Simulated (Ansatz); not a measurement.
# SrO (PbO-type structure): what the numbers say

The computed numbers are results of PBEsol, scalar-relativistic (no spin polarisation) in the plane-wave PAW code Ansatz at 420 eV, Γ-centred 8×8×10 mesh, 0.05 eV Gaussian smearing; PAW files: Ansatz's generated set soft_2.

This is a trial structure; measured cells of the compound in the Crystallography Open Database are in space group Fm-3m (rock salt).

The relaxed structure (symmetry read at 0.01 Å). It takes space group P4/nmm (No. 129, tetragonal). The conventional cell has a = 4.392 Å, b = 4.392 Å, c = 3.411 Å, α = 90.00°, β = 90.00°, γ = 90.00°. Around Sr (site symmetry 4mm) lie 4 O at 2.42 Å. Around O (site symmetry -4m2) lie 4 Sr at 2.42 Å. (Neighbours are counted to 15 % beyond the shortest distance.)

Results at this level of theory:

- Volume: 16.45 Å³/atom
- Band gap: 3.13 eV
- Smallest direct gap: 3.20 eV
- Formation energy from the elements (0 K, uncorrected): -2.54 eV/atom
- Bulk modulus (Birch–Murnaghan): 33 GPa

Formal charges Sr²⁺, O²⁻ balance and leave closed shells on every ion, so a band insulator is expected, and the gap is 3.13 eV.

It is indirect: 3.13 eV, against 3.20 eV for the smallest direct gap. Within 0.6 eV of the edges the projected states are 98 % O 2p at the top of the valence band and 64 % Sr 5s at the bottom of the conduction band. The lowest excitation takes an electron from O back to Sr, as in ionic insulators.

Q: How stiff is it, in energy terms?

A: B0·V0 = 33.2 GPa × 16.44 Å³ = 3.41 eV/atom sets the scale: near the minimum ΔE ≈ ½ B0 V0 x², with x = V/V0 − 1, and a pressure of 0.3 GPa squeezes the volume by about 1 %. At the ends of the curve: x = −4.0 % predicts 2.7 meV/atom and the run gives 3.0; x = +4.0 % predicts 2.8 meV/atom and the run gives 2.4. Compression costs more and expansion less than the parabola says, since the crystal stiffens as it shrinks; B0′ measures that.

Semilocal functionals underestimate band gaps, commonly by a third or more. The equation of state has an unusual shape (B0′ outside 2.8 to 7.5), so B0 is less sure.
